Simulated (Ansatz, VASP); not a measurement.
# One calculation of Si, two programs

```
Si
1.0
     2.62054    0.00000    0.00000
    -1.31027    2.26946    0.00000
     0.00000    0.00000    2.46635
Si
1
Direct
  0.00000 0.00000 0.00000
```

This isn't the form of Si at room conditions, which is diamond.

Alike in both runs: task relaxation of cell and atoms; functional RPBE; dispersion D4; k mesh 12 × 12 × 11; occupations fermi-dirac, width 0.05 eV; no spin polarisation.

|  | VASP | Ansatz |
| --- | --- | --- |
| version | VASP 6.6.1 | Ansatz 0.2.0 |
| potentials or method | VASP PAW PBE potentials, release 64 (Si) | Ansatz PAW |
| plane-wave cutoff (eV) | 600 | 420 |
| valence electrons in the cell | 4 | 4 |

VASP gave:

- gap on the k mesh at the Fermi level, each at its own relaxed structure (eV): none
- relaxed volume (Å³/atom): 14.02
- relaxed cell length with the largest relative difference (Å): 2.571
- energy change over the relaxation (meV/atom): -12

What did Ansatz give for the same quantities?

gap on the k mesh at the Fermi level, each at its own relaxed structure (eV): none; relaxed volume (Å³/atom): 14.08; relaxed cell length with the largest relative difference (Å): 2.574; energy change over the relaxation (meV/atom): -11.

A gap of «none» marks a metal or a gap that the smearing closes.

Caveats: pairwise dispersion overbinds metals, which lowers pressure and volume; the PAW data sets were made with another functional, which shifts forces and pressure a little (VASP); the plane-wave basis is chosen anew once the cell has moved, so the energies of steps on either side of that aren't comparable (Ansatz); the PAW data sets come from PBE, with cores solved anew for the run's functional, which leaves a small shift of forces and pressure (Ansatz).
